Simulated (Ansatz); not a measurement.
## TiO: equation of state with PBEsol

The system is TiO.

```
CELL_PARAMETERS angstrom
3.03100 0.00000 0.00000
-1.51550 2.62492 0.00000
0.00000 0.00000 3.23770
ATOMIC_POSITIONS crystal
Ti 0.66667 0.33333 0.00000
O 0.00000 0.00000 0.50000
```

- Program: Ansatz 0.2.0
- Task: equation of state
- Functional: PBEsol
- Potentials or basis: Ansatz PAW
- Cutoff: 420 eV
- Density cutoff: 1680 eV
- k mesh: 10 × 10 × 8
- Occupations: fermi-dirac, width 0.05 eV
- Spin: no spin polarisation

- Equilibrium volume: outside the volumes run

Energy against volume, from the lowest point:
```csv
volume (Å³/atom),energy (meV/atom)
12.107,0.00
12.365,60.99
12.622,123.80
12.880,188.08
13.137,253.63
13.395,320.07
13.653,387.29
```

All runs of the series together: 22 s on 2 threads of Intel(R) Xeon(R) Processor @ 2.50GHz (Skylake/Cascade Lake), with other jobs on the host.
